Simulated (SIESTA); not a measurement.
Crystal: GaN.

```xyz
2
Lattice="0.0000 2.2535 2.2535 2.2535 0.0000 2.2535 2.2535 2.2535 0.0000" Properties=species:S:1:pos:R:3 pbc="T T T"
Ga    0.0000    0.0000    0.0000
N     1.1268    1.1268    1.1268
```

The cell is a database's computed one.

Base run:

```yaml
Program: SIESTA 5.4.2
Functional: vdW-DF-cx
Potentials_or_basis: PseudoDojo 0.4 standard (PBE files)
Basis: DZP (energy shift 0.003 Ry; two zetas on semicore shells)
Grid_cutoff: 800 Ry
Energy_shift: 0.003 Ry
k_mesh: 10 × 10 × 10
Occupations: fermi-dirac, width 0.05 eV
Spin: no spin polarisation
```

Its results: band gap on the k mesh 1.79 eV, direct; pressure 4.1 GPa.

Q: The run is repeated on the same cell with these changes: functional from vdW-DF-cx to BLYP. What comes out?

A: Band gap on the k mesh 1.91 eV, direct; pressure 13.2 GPa.

Caveats: the potentials were made for another functional, which shifts forces and pressure; the basis of atomic orbitals isn't converged, which shifts pressures, moduli and gaps.
